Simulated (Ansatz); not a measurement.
# BN (R3m) in Ansatz: notebook

Aim: see how the results for BN move with the level of theory and the settings. Levels: revPBE+D3(BJ), revPBE+D4, BLYP+D3(BJ), BLYP+D4. Tasks: relaxation of cell and atoms.

Everything below comes from runs of Ansatz 0.2.0. Logs are shortened: lines on timing, memory, paths and dates and some standing lists are left out, and cuts for length are marked.

## 1. The structure

The structure is trigonal, space group R3m (No. 160). Conventional cell: a = 2.502 Å, b = 2.502 Å, c = 10.119 Å, α = 90.00°, β = 90.00°, γ = 120.00°. N (site symmetry 3m) has 3 B at 1.44 Å as nearest neighbours. B (site symmetry 3m) has 3 N at 1.44 Å as nearest neighbours.

The cell is a database's computed one.

## 2. Relaxation of cell and atoms, revPBE+D3(BJ)

File input.yaml:

```yaml
crystal:
  lattice:
    - [1.2511217832, 0.7223354983, 3.3729344033]
    - [-1.2511217832, 0.7223354983, 3.3729344033]
    - [0.0, -1.4446709966, 3.3729344033]
  atoms:
    - { symbol: "N", position: [0.6672382, 0.6672382, 0.6672382] }
    - { symbol: B, position: [0.0003288, 0.0003288, 0.0003288] }
hamiltonian:
  xc: revpbe
  pseudopotentials: { kind: paw }
  dispersion: d3bj
kpoints:
  mp_grid: { grid: [12, 12, 12] }
scf:
  occupations: { method: fermi_dirac, width: 0.05 }
output:
  forces: true
  stress: true
  eigenvalues: true
relax:
  f_tol: 0.01
  max_steps: 40
  cell: { stress_tol: 0.05 }
```

Potentials or basis: Ansatz PAW.

Command:

```sh
$ ansatz run input.yaml --threads 2 --pin off --max-ram 5632MiB --backend cpu --events-out ev --progress --plain --runs-dir out
```

Output:

```text
Warning: RAYON_NUM_THREADS=2 ignored (pool sized by the plan → 2); use --threads N
basis.fft_grid_basis auto: the FFT boxes are laid along the combinations [[1, 0, -1], [0, 1, -1], [0, 0, 1]] of the cell's own vectors, 2.502, 2.502 and 3.669 Å long. The dense box has 18×18×25 points. Along the cell's own vectors, as sized, it would have 25×25×25, 1.93 times as many. Of the 6 symmetry operations that the crystal satisfies within crystal.symmetry.tolerance (time reversal apart; of a slab, those that keep its plane) the dense box along the cell's own vectors carries 6, and the one as laid loses 4 of those. basis.fft_grid_basis: typed keeps the cell's own vectors: state it where this run's energies or levels are differenced outside the engine with another run's, or held beside a run that keeps those vectors.
Engine: ansatz 0.2.0, aarch64-unknown-linux-gnu
Pseudopotentials: kind: paw
Pseudopotential: N, paw, valence charge 5, recommended cutoff 420 eV (normal), N.paw.azcp
Pseudopotential: B, paw, valence charge 3, recommended cutoff 420 eV (normal), B.paw.azcp
Functional definition: revPBE
  parameter kappa = 1.245
  parameter beta = 0.06672455060314922
  exchange = pbe_x(kappa = kappa, mu = beta*pi^2/3)
  correlation = pbe_c(beta = beta)
Crystal: 2 atoms, lattice volume = 18.289 Å³
Basis set: ecut = 420 eV, 359 PW (Γ), FFT grids on a1−a3, a2−a3, a3, exchange–correlation on 36×36×50 points (8 copies of the dense FFT grid, shifted against one another)
Bands: 8, of which v1, the nominal top of the filled ones, is band 4 counted from 1 (3 counted from 0)
Symmetry: 6 space group operations
Space group: R3m (ITA 160), of the structure as read, at distance tolerance 2.6e-5 Å
k-points: 189 of 1728 (time reversal used)
Non-local potential: N, projectors of the file, l = 0: 2, l = 1: 2, l = 2: 1
Non-local potential: B, projectors of the file, l = 0: 2, l = 1: 2, l = 2: 1
PAW form: soft (Blöchl's): semilocal exchange-correlation on the pseudo side does not see the compensation charge
PAW frozen core: N, regenerated for the run's functional, and the local potential with it (the file was generated under x = pbe(κ = 0.804, μ = 0.2195149727645171), c = pbe(β = 0.06672455060314922))
PAW frozen core: B, regenerated for the run's functional, and the local potential with it (the file was generated under x = pbe(κ = 0.804, μ = 0.2195149727645171), c = pbe(β = 0.06672455060314922))
PAW one-centre angular grid: N, 110 points (default); XC on 64 Gauss nodes
PAW one-centre angular grid: B, 110 points (default); XC on 64 Gauss nodes
Initial density: superposition of atomic densities (neutral atoms: chi_scale 0, normalization atom), corrected by the library's trained network
Initial wavefunctions: pseudopotential atomic-orbital guess
Functional: x = revpbe(κ = 1.245, μ = 0.2195149727645171), c = pbe(β = 0.06672455060314922)
SCF iter   1: F=—  HF=-544.842306 eV  |F-HF|=—  |Δ(HF+E_count)|=         —  Δρ=2.56e-3  dr2=4.77e-4  ethr=1.77e-3  ⟨swp⟩=4.2  Hψ=9944  notcnv=0
preconditioner: auto → none  [insulator: Δε(μ)=4.380 eV  Ē_g=18.699 eV  σ=0.050 eV  W_gap=1.00  n_scr=2 (ndim 8)  ℏωp=24.6 eV  f_vac=0.007  D(μ)=0.00/eV (n_scr^D=0)  ε∞_Penn≈2.7]
SCF iter   2: F=—  HF=-544.843445 eV  |F-HF|=—  |Δ(HF+E_count)|=   1.14e-3  Δρ=1.39e-3  dr2=1.04e-4  ethr=5.96e-6  ⟨swp⟩=2.2  Hψ=3796  notcnv=0
SCF iter   3: F=—  HF=-544.843733 eV  |F-HF|=—  |Δ(HF+E_count)|=   2.88e-4  Δρ=4.00e-4  dr2=2.53e-5  ethr=1.30e-6  ⟨swp⟩=2.1  Hψ=2137  notcnv=0
SCF iter   4: F=—  HF=-544.843755 eV  |F-HF|=—  |Δ(HF+E_count)|=   2.20e-5  Δρ=6.72e-5  dr2=4.93e-7  ethr=3.16e-7  ⟨swp⟩=2.3  Hψ=2230  notcnv=0
iter 5 did not close the SCF: its close was put off for the readings that it lacked (scf_convergence_deferred on its scf_iter line)
SCF iter   5: F=-544.843756 eV  HF=-544.843755 eV  |F-HF|=1.52e-7  |Δ(HF+E_count)|=   3.19e-7  Δρ=2.84e-5  dr2=5.93e-8  ethr=6.16e-9  ⟨swp⟩=2.6  Hψ=2339  notcnv=0
SCF iter   6: F=-544.843756 eV  HF=-544.843756 eV  |F-HF|=3.55e-10  |Δ(HF+E_count)|=   1.74e-7  Δρ=1.85e-6  dr2=4.95e-10  ethr=7.42e-10  ⟨swp⟩=2.6  Hψ=6188  notcnv=0
SCF 1 converged in 6 iterations: F = -544.843756 eV  dr2 = 4.95e-10
relax step   1: F+E_penalty+E_count = -544.84375560 eV  Δ(F+E_penalty+E_count) = +0.000e0 eV  max|allowed force component| = 4.294e-3 eV/Å  Δτ_max = 0.0000 Å  P = +1.220 GPa  Ω = 18.289 Å³  (6 SCF iters, dr2 threshold 1.00e-7 eV, accepted)
Crystal: 2 atoms, lattice volume = 17.674 Å³
Basis set: ecut = 420 eV, 347 PW (Γ), FFT grids on a1−a3, a2−a3, a3, exchange–correlation on 36×36×50 points (8 copies of the dense FFT grid, shifted against one another)
Initial density: handed on by an earlier stage of this run
Initial wavefunctions: those handed on with the density
iter 1 solved again at ethr=3.19e-5 eV; its pass at ethr=3.10e-3 eV (dr2=2.56e-3 eV) is discarded
SCF iter   1: F=—  HF=-544.853643 eV  |F-HF|=—  |Δ(HF+E_count)|=         —  Δρ=3.69e-3  dr2=2.94e-3  ethr=3.19e-5  ⟨swp⟩=1.0  Hψ=14550  notcnv=0
preconditioner: auto → none  [insulator: Δε(μ)=4.291 eV  Ē_g=18.775 eV  σ=0.050 eV  W_gap=1.00  n_scr=2 (ndim 8)  ℏωp=25.0 eV  f_vac=0.000  D(μ)=0.00/eV (n_scr^D=0)  ε∞_Penn≈2.8]
SCF iter   2: F=—  HF=-544.853820 eV  |F-HF|=—  |Δ(HF+E_count)|=   1.77e-4  Δρ=2.02e-3  dr2=4.69e-4  ethr=3.19e-5  ⟨swp⟩=2.6  Hψ=2225  notcnv=0
SCF iter   3: F=—  HF=-544.854076 eV  |F-HF|=—  |Δ(HF+E_count)|=   2.56e-4  Δρ=8.14e-4  dr2=1.11e-4  ethr=5.86e-6  ⟨swp⟩=2.7  Hψ=2429  notcnv=0
SCF iter   4: F=—  HF=-544.854118 eV  |F-HF|=—  |Δ(HF+E_count)|=   4.24e-5  Δρ=1.74e-4  dr2=2.55e-6  ethr=1.39e-6  ⟨swp⟩=2.7  Hψ=2295  notcnv=0
SCF iter   5: F=-544.854123 eV  HF=-544.854123 eV  |F-HF|=3.60e-8  |Δ(HF+E_count)|=   5.01e-6  Δρ=1.21e-5  dr2=9.86e-9  ethr=2.50e-9  ⟨swp⟩=4.4  Hψ=8915  notcnv=0
SCF 2 converged in 5 iterations: F = -544.854123 eV  dr2 = 9.86e-9
[... 58 lines left out ...]
preconditioner: auto → none  [insulator: Δε(μ)=4.153 eV  Ē_g=18.878 eV  σ=0.050 eV  W_gap=1.00  n_scr=2 (ndim 8)  ℏωp=25.4 eV  f_vac=0.000  D(μ)=0.00/eV (n_scr^D=0)  ε∞_Penn≈2.8]
SCF iter   2: F=—  HF=-544.856432 eV  |F-HF|=—  |Δ(HF+E_count)|=   7.21e-6  Δρ=6.64e-5  dr2=4.74e-7  ethr=3.88e-8  ⟨swp⟩=2.5  Hψ=2193  notcnv=0
SCF iter   3: F=—  HF=-544.856432 eV  |F-HF|=—  |Δ(HF+E_count)|=   2.41e-7  Δρ=2.59e-5  dr2=1.03e-7  ethr=5.93e-9  ⟨swp⟩=2.6  Hψ=2364  notcnv=0
SCF iter   4: F=-544.856432 eV  HF=-544.856432 eV  |F-HF|=3.97e-9  |Δ(HF+E_count)|=   5.01e-8  Δρ=5.62e-6  dr2=2.43e-9  ethr=2.04e-10  ⟨swp⟩=2.9  Hψ=5769  notcnv=0
SCF 8 converged in 4 iterations: F = -544.856432 eV  dr2 = 2.43e-9
relax step   8: F+E_penalty+E_count = -544.85643226 eV  Δ(F+E_penalty+E_count) = +6.109e-5 eV  max|allowed force component| = 3.261e-4 eV/Å  Δτ_max = 0.0002 Å  P = +0.006 GPa  Ω = 17.042 Å³  energy of the carried Pulay correction = +6.303e-4 eV  (4 SCF iters, dr2 threshold 1.64e-8 eV, accepted)
iter 1 solved again at ethr=6.07e-8 eV; its pass at ethr=3.10e-3 eV (dr2=4.86e-6 eV) is discarded
SCF iter   1: F=—  HF=-544.855806 eV  |F-HF|=—  |Δ(HF+E_count)|=         —  Δρ=6.70e-5  dr2=9.34e-8  ethr=6.07e-8  ⟨swp⟩=3.3  Hψ=14586  notcnv=0
SCF iter   2: F=—  HF=-544.855813 eV  |F-HF|=—  |Δ(HF+E_count)|=   7.66e-6  Δρ=3.33e-5  dr2=2.30e-8  ethr=1.17e-9  ⟨swp⟩=2.1  Hψ=2245  notcnv=0
SCF iter   3: F=—  HF=-544.855814 eV  |F-HF|=—  |Δ(HF+E_count)|=   2.28e-7  Δρ=1.01e-5  dr2=7.75e-9  ethr=2.88e-10  ⟨swp⟩=2.0  Hψ=2261  notcnv=0
SCF iter   4: F=—  HF=-544.855814 eV  |F-HF|=—  |Δ(HF+E_count)|=   1.18e-8  Δρ=1.27e-6  dr2=1.00e-10  ethr=9.69e-11  ⟨swp⟩=2.0  Hψ=2241  notcnv=0
SCF iter   5: F=-544.855814 eV  HF=-544.855814 eV  |F-HF|=2.27e-12  |Δ(HF+E_count)|=  4.05e-10  Δρ=1.07e-7  dr2=8.72e-13  ethr=1.00e-12  ⟨swp⟩=5.9  Hψ=5827  notcnv=0
SCF 9 converged in 5 iterations: F = -544.855814 eV  dr2 = 8.72e-13
relax step   9: F+E_penalty+E_count = -544.85581352 eV  Δ(F+E_penalty+E_count) = +6.187e-4 eV  max|allowed force component| = 3.895e-4 eV/Å  Δτ_max = 0.0000 Å  P = -0.030 GPa  Ω = 17.042 Å³  stress off target by 6.56e-2 GPa  SCF on the basis re-selected at this cell (its energy is not comparable with the rows above)  (5 SCF iters)
basis re-selected at this cell: Δ(F+E_penalty+E_count) = +6.187e-4 eV, ΔP = -0.036 GPa vs the last step (what re-selecting the basis moved, of the pressure what is left beyond the Pulay correction that the steps carried, after the strain that the cell walked since its last selection, with what the two solves' SCF thresholds leave and, on support functions, any second-order correction that the steps lacked; it is no measure of the basis error at this ecutwfc). This SCF's stress stands 6.56e-2 GPa from its target on what of the cell is left free (relax.cell.stress_tol is 5.00e-2 GPa) and its largest allowed force component is 3.89e-4 eV/Å (relax.f_tol is 1.00e-2 eV/Å): not within both, so this SCF does not close the relaxation
iter 1 solved again at ethr=6.25e-8 eV; its pass at ethr=3.10e-3 eV (dr2=5.00e-6 eV) is discarded
SCF iter   1: F=—  HF=-544.855883 eV  |F-HF|=—  |Δ(HF+E_count)|=         —  Δρ=1.36e-4  dr2=4.12e-6  ethr=6.25e-8  ⟨swp⟩=2.0  Hψ=12885  notcnv=0
preconditioner: auto → none  [insulator: Δε(μ)=4.149 eV  Ē_g=18.882 eV  σ=0.050 eV  W_gap=1.00  n_scr=2 (ndim 8)  ℏωp=25.5 eV  f_vac=0.000  D(μ)=0.00/eV (n_scr^D=0)  ε∞_Penn≈2.8]
SCF iter   2: F=—  HF=-544.855890 eV  |F-HF|=—  |Δ(HF+E_count)|=   6.51e-6  Δρ=6.95e-5  dr2=5.67e-7  ethr=5.15e-8  ⟨swp⟩=2.4  Hψ=2187  notcnv=0
SCF iter   3: F=—  HF=-544.855890 eV  |F-HF|=—  |Δ(HF+E_count)|=   1.76e-7  Δρ=2.60e-5  dr2=1.10e-7  ethr=7.08e-9  ⟨swp⟩=2.5  Hψ=2356  notcnv=0
SCF iter   4: F=-544.855890 eV  HF=-544.855890 eV  |F-HF|=5.14e-9  |Δ(HF+E_count)|=   6.60e-8  Δρ=6.21e-6  dr2=3.06e-9  ethr=1.34e-10  ⟨swp⟩=3.0  Hψ=5974  notcnv=0
SCF 10 converged in 4 iterations: F = -544.855890 eV  dr2 = 3.06e-9
relax step  10: F+E_penalty+E_count = -544.85588994 eV  Δ(F+E_penalty+E_count) = -7.643e-5 eV  max|allowed force component| = 3.446e-5 eV/Å  Δτ_max = 0.0000 Å  P = -0.003 GPa  Ω = 17.023 Å³  energy of the carried Pulay correction = +7.224e-5 eV  (4 SCF iters, dr2 threshold 1.07e-8 eV, accepted)
iter 1 solved again at ethr=6.01e-8 eV; its pass at ethr=3.10e-3 eV (dr2=4.81e-6 eV) is discarded
SCF iter   1: F=—  HF=-544.855807 eV  |F-HF|=—  |Δ(HF+E_count)|=         —  Δρ=1.10e-5  dr2=5.26e-9  ethr=6.01e-8  ⟨swp⟩=3.2  Hψ=14580  notcnv=0
SCF iter   2: F=—  HF=-544.855814 eV  |F-HF|=—  |Δ(HF+E_count)|=   6.71e-6  Δρ=5.17e-6  dr2=1.40e-9  ethr=6.58e-11  ⟨swp⟩=2.1  Hψ=2226  notcnv=0
SCF iter   3: F=—  HF=-544.855814 eV  |F-HF|=—  |Δ(HF+E_count)|=   5.17e-9  Δρ=2.14e-6  dr2=4.83e-10  ethr=1.76e-11  ⟨swp⟩=2.1  Hψ=2235  notcnv=0
SCF iter   4: F=-544.855814 eV  HF=-544.855814 eV  |F-HF|=1.19e-11  |Δ(HF+E_count)|=  8.42e-11  Δρ=2.39e-7  dr2=6.16e-12  ethr=1.00e-12  ⟨swp⟩=4.1  Hψ=6804  notcnv=0
SCF 11 converged in 4 iterations: F = -544.855814 eV  dr2 = 6.16e-12
relax step  11: F+E_penalty+E_count = -544.85581366 eV  Δ(F+E_penalty+E_count) = +7.628e-5 eV  max|allowed force component| = 4.536e-5 eV/Å  Δτ_max = 0.0000 Å  P = -0.006 GPa  Ω = 17.023 Å³  stress off target by 1.44e-2 GPa  SCF on the basis re-selected at this cell (its energy is not comparable with the rows above)  (4 SCF iters)
basis re-selected at this cell: Δ(F+E_penalty+E_count) = +7.628e-5 eV, ΔP = -0.003 GPa vs the last step (what re-selecting the basis moved, of the pressure what is left beyond the Pulay correction that the steps carried, after the strain that the cell walked since its last selection, with what the two solves' SCF thresholds leave and, on support functions, any second-order correction that the steps lacked; it is no measure of the basis error at this ecutwfc). This SCF's stress stands 1.44e-2 GPa from its target on what of the cell is left free (relax.cell.stress_tol is 5.00e-2 GPa) and its largest allowed force component is 4.54e-5 eV/Å (relax.f_tol is 1.00e-2 eV/Å): within both
SCF converged after 4 iterations
Free energy (F): -544.855814 eV
Harris-Foulkes:  -544.855814 eV  (|F-HF|=1.19e-11)
Internal energy: -544.855814 eV  (E = F + TS)
E sigma→0 (E₀):  -544.855814 eV
Fermi energy:    7.614711 eV
--- Per-component energies (eV) ---
  E_band       = -13.224867
  E_kinetic    = 183.500533
  E_local      = -316.053394  (includes V_loc(G=0)·N_el)
  E_nonlocal   = 56.948702
  E_hartree    = 99.604897
  E_xc         = -92.509193
  E_vxc        = -114.625540  (∫ρ·V_xc dr)
  E_paw        = -208.424693  (= ΣΔE_a)
  E_vpaw       = -22.205039  (= ΣTr[D̂ρ^β])
  E_aug_tail   = 0.000101  (compensation charges beyond the density's cutoff)
  E_ewald      = -267.289505
  E_disp       = -0.610506  (pairwise vdW)
  E_core_change = -0.022755  (= ΣΔE_core)
  E_smearing   = -0.000000  (= −TS)
  E_closure    = -0.000000  (closes the sum)
  Σ components = -544.855814   (vs F -544.855814, Δ=0.00e0)
--- Forces (eV/Å), atoms counted from 1 ---
  atom   1  N     -0.00000000    -0.00000000    -0.00004525
  atom   2  B      0.00000000     0.00000000     0.00004548
  max |Σ_I F_I| component: 2.28e-7 eV/Å
--- Stress (GPa, compression-positive) ---
       -0.002475      -0.000000      -0.000000
       -0.000000      -0.002475       0.000000
       -0.000000       0.000000      -0.014358
  P = ⅓ Tr σ = -0.0064 GPa (-0.064 kbar)
--- Band table (eV; the first three rows and the last of 189) ---
  k-point 0: bands = ["-12.4375", "1.7859", "4.1820", "4.1820", "11.2783", "17.1627", "17.1627", "18.6931"]
  k-point 1: bands = ["-12.2979", "1.9194", "3.6094", "3.9282", "11.5742", "17.0926", "17.7494", "18.2154"]
  k-point 2: bands = ["-11.8869", "2.1329", "2.3589", "3.3090", "12.3224", "16.7928", "17.1400", "19.3466"]
  k-point 188: bands = ["-11.9908", "-0.9601", "4.1445", "4.1445", "16.4677", "17.0353", "17.0353", "17.9400"]
--- Relaxed structure (8 steps of the walk, 8 accepted, 3 SCFs on fresh bases) ---
  F+E_penalty+E_count = -544.85581366 eV   max|allowed force component| = 4.536e-5 eV/Å   (the final SCF, on the basis selected at the relaxed cell)
  cell:  # Å, volume = 17.0227 Å³
    - [1.2539823874788922, 0.7239870689699878, 3.1250354498025117]
    - [-1.2539823874788922, 0.7239870689699878, 3.1250354498025117]
    - [-8.594391503660105e-33, -1.4479741379399755, 3.1250354498025117]
  atoms:
    - { symbol: N, position: [0.6673968486598589, 0.6673968486598589, 0.6673968486598589] }
    - { symbol: B, position: [0.00017015134014093693, 0.00017015134014093693, 0.0001701513401409369] }
```

It took 24 s on 2 threads of Arm Neoverse V1, shared host; peak memory 0.32 GiB.

What came out:

| Property | Result |
| --- | --- |
| Free energy | -544.8558 eV |
| Relaxed volume | 8.51 Å³/atom |
| Relaxed cell | a = 3.444 Å, b = 3.444 Å, c = 3.444 Å, α = 42.70°, β = 42.70°, γ = 42.70° |
| Space group after relaxing (to 0.05 Å) | R3m (No. 160) |
| Energy gained by relaxing | 6.0 meV/atom |
| Ionic steps | 11 |
| Pressure after relaxing | 0.0 GPa |
| Band gap on the k mesh | 4.15 eV, indirect (least direct gap 4.77 eV) |

The path:
```
step  energy change (eV)  largest force (eV/Å)  volume (Å³)
   1              0.0000                0.0043        18.29
   2             -0.0104                0.0165        17.67
   3             -0.0144                0.0027        17.06
   4             -0.0139                0.0032        17.24
   5             -0.0140                0.0001        17.22
   6             -0.0118                0.0002        17.22
   7             -0.0127                0.0035        17.02
   8             -0.0127                0.0003        17.04
   9             -0.0121                0.0004        17.04
  10             -0.0121                0.0000        17.02
  11             -0.0121                0.0000        17.02
```

Final structure:
```
N B
1.0
     1.25398    0.72399    3.12504
    -1.25398    0.72399    3.12504
     0.00000   -1.44797    3.12504
N B
1 1
Cartesian
  0.0000 0.0000 6.2569
  0.0000 0.0000 0.0016
```

Levels at points of the mesh, in eV from the valence-band top:
| k point | band 1 | band 2 | band 3 | band 4 | band 5 | band 6 | band 7 | band 8 |
| --- | --- | --- | --- | --- | --- | --- | --- | --- |
| (0.00, 0.00, 0.00) | -17.92 | -3.70 | -1.30 | -1.30 | 5.79 | 11.68 | 11.68 | 13.21 |
| (0.00, 0.00, -0.50) | -14.69 | -9.00 | -4.06 | -0.48 | 5.42 | 10.01 | 13.57 | 15.97 |
| (0.00, -0.50, -0.50) | -14.57 | -8.79 | -4.17 | -1.34 | 4.15 | 9.76 | 14.95 | 18.83 |
| (-0.50, -0.50, -0.50) | -17.48 | -6.45 | -1.34 | -1.34 | 10.98 | 11.55 | 11.55 | 12.45 |

Caveat: the plane-wave basis is chosen anew once the cell has moved, so the energies of steps on either side of that aren't comparable; the pressure holds a Pulay correction of +0.6 GPa for the finite cutoff; the PAW data sets come from PBE, with cores solved anew for the run's functional, which leaves a small shift of forces and pressure.

(Continued in part 2 of 3.)
